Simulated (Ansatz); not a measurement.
# C: the cost of one run

Method: DFT PBEsol, scalar-relativistic, plane waves, PAW, in Ansatz 0.2.0.

A COD entry behind a cell of this session may itself be a prediction, so a difference from it is no test against experiment.

11 further runs of the same task are left out: 11 set aside as unsound or not needed.

### 1 The system as given

Symmetry: P6_3/mmc, No. 194, hexagonal system. Conventional cell: a = 2.499 Å, b = 2.499 Å, c = 4.161 Å, α = 90.00°, β = 90.00°, γ = 120.00°. Around C (site symmetry 3m) lie 4 C at 1.53 to 1.56 Å.

Coordinates:

```xyz
4
Lattice="2.4987 0.0000 0.0000 -1.2494 2.1639 0.0000 0.0000 0.0000 4.1606" Properties=species:S:1:pos:R:3 pbc="T T T"
C     0.0000    1.4426    0.2613
C     1.2494    0.7213    2.3416
C     0.0000    1.4426    1.8190
C     1.2494    0.7213    3.8993
```

This cell was relaxed beforehand with the same method: volume 5.62 Å³/atom, gap on the mesh 3.06 eV.

### 2 The scan

Atoms count from 1 in the order of the input.

An atom moved over a plane that holds its own site and a neighbouring vacancy.

The axes are (1) path of C12 from its site (0) to the vacancy (1), 1.534 Å: 11 values from −0.125 to 1.125; (2) shift of C12 across the path, along a normal: 9 values from −0.500 Å.

Nothing else is relaxed (all other atoms held at the sites of the perfect crystal). Points are written as (first, second).

### 3 The run at (0.375, −0.500 Å)

Input file input.yaml:

```yaml
crystal:
  lattice:
    - [2.4987060507, 0.0, -4.1605867522]
    - [2.4987060507, 0.0, 4.1605867522]
    - [-2.4987060508, -4.327885833, 0.0]
  atoms:
    - { symbol: C, position: [0.3019331363, 0.3647335303, 0.1666666667] }
    - { symbol: C, position: [0.8019331363, 0.8647335303, 0.6666666667] }
    - { symbol: C, position: [0.3019331363, 0.3647335303, 0.6666666667] }
    - { symbol: C, position: [0.8852664697, 0.4480668637, 0.3333333333] }
    - { symbol: C, position: [0.3852664697, 0.9480668637, 0.3333333333] }
    - { symbol: C, position: [0.8852664697, 0.4480668637, 0.8333333333] }
    - { symbol: C, position: [0.3852664697, 0.9480668637, 0.8333333333] }
    - { symbol: C, position: [0.6147335303, 0.0519331363, 0.1666666667] }
    - { symbol: C, position: [0.1147335303, 0.5519331363, 0.1666666667] }
    - { symbol: C, position: [0.6147335303, 0.0519331363, 0.6666666667] }
    - { symbol: C, position: [0.1147335303, 0.5519331363, 0.6666666667] }
    - { symbol: C, position: [0.6121410826, 0.653850064, 0.1946540344] }
    - { symbol: C, position: [0.1980668637, 0.1352664697, 0.3333333333] }
    - { symbol: C, position: [0.6980668637, 0.6352664697, 0.8333333333] }
    - { symbol: C, position: [0.1980668637, 0.1352664697, 0.8333333333] }
basis:
  ecutwfc: 420
kpoints:
  mp_grid: { grid: [6, 6, 6] }
hamiltonian:
  xc: pbesol
  pseudopotentials: { kind: paw, azcp: { folder: soft_1 } }
scf:
  occupations: { method: gaussian, width: 0.05 }
output:
  forces: true
  stress: true
  eigenvalues: true
  write_density: true
  write_potential: true
  elf: true
  volumetric_format: npy
```

Run with:

```bash
ansatz run input.yaml --threads 4 --pin off --max-ram 8192MiB --backend cpu --events-out ev --progress --plain --runs-dir out
```

Q: Estimate wall time and peak memory on 4 threads of Arm Neoverse V2, shared host.

About 14 s, with a peak of 0.6 GiB.
